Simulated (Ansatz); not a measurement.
**Phases of Si2Mo at 75 GPa**

Structure types of Si2Mo are relaxed in primitive cells with their symmetry kept at 75 GPa, first on PAW files, then by LAPW. The enthalpy is E + pV at zero temperature, without zero-point motion. Only the types listed were tried, and differences under about 5 meV/atom are mesh noise. The real phase may be another.

All numbers are PBE results (scalar-relativistic) from Ansatz 0.2.0, with Fermi–Dirac smearing of 0.1 eV, no spin polarisation. Methods: LAPW: all electrons, basis error target 0.5 meV/atom; PAW: frozen-core files, cutoff 420 eV.

k meshes: MoSi2 15×15×15, fluorite 10×10×10, AlB2 10×10×8.

```json
{"start type": "MoSi2", "ends as": "MoSi2, I4/mmm", "a, b, c (Å)": "2.966, 2.966, 7.392", "V (Å³/atom)": "10.84", "H − H(lowest), LAPW (meV/atom)": "0.0"}
{"start type": "fluorite", "ends as": "fluorite, Fm-3m", "a, b, c (Å)": "5.288, 5.288, 5.288", "V (Å³/atom)": "12.32", "H − H(lowest), LAPW (meV/atom)": "?"}
{"start type": "AlB2", "ends as": "AlB2, P6/mmm", "a, b, c (Å)": "3.924, 3.924, 2.451", "V (Å³/atom)": "10.89", "H − H(lowest), LAPW (meV/atom)": "?"}
```

What belongs in the row "AlB2", column "H − H(lowest), LAPW (meV/atom)"?

740.1.

What belongs in the row "fluorite", column "H − H(lowest), LAPW (meV/atom)"?

1795.6.

Split the lead of MoSi2 over AlB2 into energy and pV.

For AlB2 less MoSi2: ΔE = +715.5 meV/atom, and p·ΔV = 75 GPa × +0.0525 Å³ × 6.242 meV/(GPa·Å³) = +24.6 meV/atom, together 740.1 meV/atom. MoSi2 wins on both counts.
